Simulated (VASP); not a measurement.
# CdS in VASP: one cell, several levels of theory

Aim: gap, levels, forces and stress of CdS built on the zincblende prototype, under +5.6 % strain along x alone at fixed geometry. Runs: PBE, r2SCAN.

Program: VASP 6.6.1. PAW datasets, plane waves. No spin polarisation and no zero-point or thermal motion.

## 1. The cell

The cell comes from an earlier relaxation with r2SCAN in another program, then strained, with the atoms relaxed again.

Space group I-4m2 (No. 119), tetragonal; conventional cell a = 4.157 Å, c = 6.210 Å, 26.82 Å³ an atom. Cd has 4 S at 2.59 Å; S has 4 Cd at 2.59 Å.

Structure file:

```cif
data_structure
_symmetry_space_group_name_H-M 'I-4m2'
_symmetry_Int_Tables_number 119
_cell_length_a 4.1567
_cell_length_b 4.1567
_cell_length_c 6.2100
_cell_angle_alpha 90.000
_cell_angle_beta 90.000
_cell_angle_gamma 90.000
_cell_volume 107.30
loop_
_atom_site_label
_atom_site_type_symbol
_atom_site_symmetry_multiplicity
_atom_site_Wyckoff_symbol
_atom_site_fract_x
_atom_site_fract_y
_atom_site_fract_z
_atom_site_occupancy
Cd1 Cd 2 a 0.00000 0.00000 0.00000 1
S1 S 2 d 0.50000 0.00000 0.25000 1
```

## 2. PBE at this geometry

File INCAR:

```
ENCUT = 520.000000
SIGMA = 0.020000
EDIFF = 1.00e-07
GGA = PE
PREC = Accurate
IBRION = -1
ISIF = 2
ISMEAR = -1
NBANDS = 16
NELM = 120
NSW = 0
LASPH = .TRUE.
LCHARG = .FALSE.
LWAVE = .FALSE.
LREAL = .FALSE.
```

File KPOINTS:

```
KPOINTS created by Atomic Simulation Environment
0
Gamma
8 8 8
0 0 0
```

File KPOINTS_OPT:

```
special points
6
Reciprocal
0.0000000000 0.0000000000 0.0000000000 1
-0.5000000000 -0.5000000000 0.0000000000 1
-0.3750000000 -0.3750000000 0.2500000000 1
-0.3750000000 0.0000000000 0.3750000000 1
0.0000000000 0.0000000000 0.5000000000 1
-0.5000000000 -0.2500000000 0.2500000000 1
```

File POSCAR:

```
Cd S
 1.0000000000000000
     0.0000000000000000    2.9392148400000000    2.9392148400000000
     3.1049865570000001    0.0000000000000000    2.9392148400000000
     3.1049865570000001    2.9392148400000000    0.0000000000000000
 Cd  S
   1   1
Cartesian
  0.0000000000000000  0.0000000000000000  0.0000000000000000
  1.5524932784999999  1.4696074199999998  1.4696074199999998
```

Potentials: the recommended PBE PAW datasets, 18 valence electrons in the neutral cell.

On the command line:

```
$ mpirun -np 1 vasp_std
```

Standard output, without the iteration lines:

```text
POSCAR found type information on POSCAR CdS
 POSCAR found :  2 types and       2 ions
 LDA part: xc-table for (Slater+PW92), standard interpolation
 POSCAR, INCAR and KPOINTS ok, starting setup
 FFT: planning ... GRIDC
 FFT: planning ... GRID_SOFT
 FFT: planning ... GRID
 WAVECAR not read
 entering main loop
 Start KPOINTS_OPT (optional k-point list driver)
k-point batch [1-6\6]
```

OSZICAR:

```text
N       E                     dE             d eps       ncg     rms          rms(c)
DAV:   1     0.109582623458E+03    0.10958E+03   -0.88725E+03  1920   0.101E+03
DAV:   2    -0.229207006701E+01   -0.11187E+03   -0.10551E+03  2264   0.254E+02
DAV:   3    -0.667033578570E+01   -0.43783E+01   -0.43693E+01  2424   0.519E+01
DAV:   4    -0.669808265603E+01   -0.27747E-01   -0.27744E-01  2440   0.404E+00
DAV:   5    -0.669847598655E+01   -0.39333E-03   -0.39332E-03  2400   0.456E-01    0.685E+00
DAV:   6    -0.615141678886E+01    0.54706E+00   -0.89399E-01  2792   0.110E+01    0.569E+00
DAV:   7    -0.613455675697E+01    0.16860E-01   -0.17718E-01  2352   0.289E+00    0.288E+00
DAV:   8    -0.613459962149E+01   -0.42865E-04   -0.15120E-02  2280   0.149E+00    0.250E-01
DAV:   9    -0.613457881528E+01    0.20806E-04   -0.17018E-03  2384   0.556E-01    0.675E-02
DAV:  10    -0.613474292393E+01   -0.16411E-03   -0.24130E-04  2320   0.138E-01    0.754E-02
DAV:  11    -0.613483156296E+01   -0.88639E-04   -0.14404E-04  2312   0.838E-02    0.280E-02
DAV:  12    -0.613482533960E+01    0.62234E-05   -0.17503E-05  2344   0.471E-02    0.797E-03
DAV:  13    -0.613482628906E+01   -0.94946E-06   -0.23427E-06  2352   0.936E-03    0.628E-03
DAV:  14    -0.613482627716E+01    0.11901E-07   -0.21574E-07  2408   0.338E-03
   1 F= -.61348263E+01 E0= -.61348263E+01  d E =-.548950E-11
       N       E                     dE             ncg
DAV:   1     0.157264964369E+04   -0.30781E+04      192
DAV:   2     0.896609306468E+03   -0.67604E+03      224
DAV:   3     0.870070524603E+03   -0.26539E+02      248
DAV:   4     0.869920825822E+03   -0.14970E+00      240
DAV:   5     0.869918567356E+03   -0.22585E-02      248
DAV:   6     0.869918518730E+03   -0.48626E-04      248
DAV:   7     0.869918517476E+03   -0.12541E-05      248
DAV:   8     0.869918517442E+03   -0.33951E-07      224
```

The lines after F= are the extra pass for the points of KPOINTS_OPT, at fixed density; their E is not a total energy.

Parts of OUTCAR:

```text
k-points           NKPTS =     59   k-points in BZ     NKDIM =     59   number of bands    NBANDS=     16

   NELECT =      18.0000    total number of electrons

   dimension x,y,z NGX =    32 NGY =   32 NGZ =   32
   dimension x,y,z NGXF=    64 NGYF=   64 NGZF=   64

  energy-cutoff  :      520.00
  volume of cell :       53.65
      direct lattice vectors                 reciprocal lattice vectors
     0.000000000  2.939214840  2.939214840    -0.161031293  0.170113458  0.170113458
     3.104986557  0.000000000  2.939214840     0.161031293 -0.170113458  0.170113458
     3.104986557  2.939214840  0.000000000     0.161031293  0.170113458 -0.170113458

 k-points in reciprocal lattice and weights: KPOINTS created by Atomic Simulation Env
   0.00000000  0.00000000  0.00000000       0.002
   0.12500000  0.00000000  0.00000000       0.016
   0.25000000  0.00000000  0.00000000       0.016
   0.37500000 -0.00000000 -0.00000000       0.016
   0.50000000  0.00000000  0.00000000       0.008
   0.12500000  0.12500000  0.00000000       0.008
   0.25000000  0.12500000  0.00000000       0.031
   0.37500000  0.12500000  0.00000000       0.031
[... 51 more k-points ...]

 E-fermi :   1.1364

 k-point     1 :       0.0000    0.0000    0.0000
  band No.  band energies     occupation
      1     -11.2386      2.00000
      2      -6.8230      2.00000
      3      -6.7907      2.00000
      4      -6.7907      2.00000
      5      -6.4310      2.00000
      6      -6.4184      2.00000
      7       0.5616      2.00000
      8       0.7311      2.00000
      9       0.7311      2.00000
     10       1.6419      0.00000
     11       7.2388      0.00000
     12       7.2388      0.00000
     13       7.2460      0.00000
     14      11.4501      0.00000
     15      11.8388      0.00000
     16      12.3999      0.00000

 k-point     2 :       0.1250    0.0000    0.0000
  band No.  band energies     occupation
      1     -11.1863      2.00000
      2      -6.7987      2.00000
      3      -6.7726      2.00000
      4      -6.7480      2.00000
      5      -6.4294      2.00000
      6      -6.4208      2.00000
      7      -0.3089      2.00000
      8       0.5110      2.00000
      9       0.6354      2.00000
     10       2.4792      0.00000
     11       6.9305      0.00000
     12       7.4223      0.00000
     13       7.4361      0.00000
     14      11.1018      0.00000
     15      11.7496      0.00000
     16      12.3737      0.00000

 k-point     3 :       0.2500    0.0000    0.0000
  band No.  band energies     occupation
      1     -11.0595      2.00000
      2      -6.7576      2.00000
      3      -6.7325      2.00000
      4      -6.5850      2.00000
      5      -6.4217      2.00000
      6      -6.4174      2.00000
      7      -1.6376      2.00000
      8       0.2559      2.00000
      9       0.4193      2.00000
     10       3.2761      0.00000
     11       6.8275      0.00000
     12       7.6601      0.00000
     13       7.7905      0.00000
     14      11.0295      0.00000
     15      11.3654      0.00000
     16      11.9369      0.00000

 k-point     4 :       0.3750   -0.0000   -0.0000
  band No.  band energies     occupation
      1     -10.9328      2.00000
      2      -6.7292      2.00000
      3      -6.7004      2.00000
      4      -6.4127      2.00000
      5      -6.4030      2.00000
      6      -6.2928      2.00000
      7      -2.7697      2.00000
      8       0.0207      2.00000
      9       0.2197      2.00000
     10       3.5237      0.00000
     11       7.3469      0.00000
     12       7.7143      0.00000
     13       7.8997      0.00000
     14      11.3701      0.00000
     15      11.9988      0.00000
     16      12.1700      0.00000

 k-point     5 :       0.5000    0.0000    0.0000
  band No.  band energies     occupation
      1     -10.8807      2.00000
      2      -6.7209      2.00000
      3      -6.6901      2.00000
      4      -6.4053      2.00000
      5      -6.3860      2.00000
      6      -6.1115      2.00000
      7      -3.2646      2.00000
      8      -0.0726      2.00000
      9       0.1408      2.00000
     10       3.5380      0.00000
     11       7.4984      0.00000
     12       7.8761      0.00000
     13       7.9278      0.00000
     14      11.4973      0.00000
     15      12.9086      0.00000
     16      13.1258      0.00000

 k-point     6 :       0.1250    0.1250    0.0000
  band No.  band energies     occupation
      1     -11.1670      2.00000
      2      -6.7866      2.00000
      3      -6.7560      2.00000
      4      -6.7491      2.00000
      5      -6.4326      2.00000
      6      -6.4165      2.00000
      7      -0.2825      2.00000
      8       0.2913      2.00000
      9       0.4396      2.00000
     10       2.7848      0.00000
     11       6.5365      0.00000
     12       7.5010      0.00000
     13       7.7559      0.00000
     14      10.6829      0.00000
     15      11.8286      0.00000
     16      12.9711      0.00000

 k-point     7 :       0.2500    0.1250    0.0000
  band No.  band energies     occupation
      1     -11.0641      2.00000
      2      -6.7484      2.00000
      3      -6.7208      2.00000
      4      -6.6370      2.00000
      5      -6.4324      2.00000
      6      -6.4029      2.00000
      7      -1.2867      2.00000
      8       0.0510      2.00000
      9       0.2073      2.00000
     10       3.5584      0.00000
     11       6.2043      0.00000
     12       7.7611      0.00000
     13       8.1226      0.00000
     14      10.1832      0.00000
     15      11.8114      0.00000
     16      13.1893      0.00000

 k-point     8 :       0.3750    0.1250    0.0000
  band No.  band energies     occupation
      1     -10.9382      2.00000
      2      -6.7159      2.00000
      3      -6.6862      2.00000
      4      -6.4829      2.00000
      5      -6.3964      2.00000
      6      -6.3153      2.00000
      7      -2.4070      2.00000
      8      -0.1914      2.00000
      9      -0.0456      2.00000
     10       3.9848      0.00000
     11       6.5997      0.00000
     12       7.7054      0.00000
     13       8.1657      0.00000
     14      10.8078      0.00000
     15      12.3280      0.00000
     16      12.8528      0.00000

[... the tables of k-points 9 to 59 left out ...]

  Total       -0.7288897     -0.3016814     -0.3016814      0.0000000      0.0000000      0.0000000
  in kB      -21.7680739     -9.0096257     -9.0096257      0.0000000      0.0000000      0.0000000
  external PRESSURE =     -13.2624417 kB  Pullay stress =       0.0000000 kB

 POSITION                                       TOTAL-FORCE (eV/Angst)
 -----------------------------------------------------------------------------------
      0.00000      0.00000      0.00000         0.000000     -0.000000     -0.000000
      1.55249      1.46961      1.46961        -0.000000      0.000000      0.000000
 -----------------------------------------------------------------------------------
    total drift:                               -0.000001     -0.000000     -0.000000

  FREE ENERGIE OF THE ION-ELECTRON SYSTEM (eV)
  ---------------------------------------------------
  free  energy   TOTEN  =        -6.1348262772 eV

  energy  without entropy=       -6.1348262772  energy(sigma->0) =       -6.13482628
```

Run time: 16 s. Hardware: 1 MPI rank of Intel Xeon 6975P-C, shared host; peak memory 0.2 GiB.

The levels at the points of KPOINTS_OPT are read from vasprun.xml.

Band energies at the special points (eV, zero at the top of v, the last band that the electrons fill by count):

```csv
point,v−1,v,c,c+1
Γ,0.00,0.00,0.91,6.51
X,-1.77,-1.70,3.57,4.04
U,-2.25,-1.43,4.06,5.15
K,-2.25,-1.43,4.06,5.15
L,-0.80,-0.59,2.81,6.77
W,-2.01,-1.97,4.90,5.26
```

The PBE gap is 0.91 eV, direct at Γ. Pressure: -1.33 GPa; the forces vanish within 0.01 eV/Å.

[end of part 1 of 2]
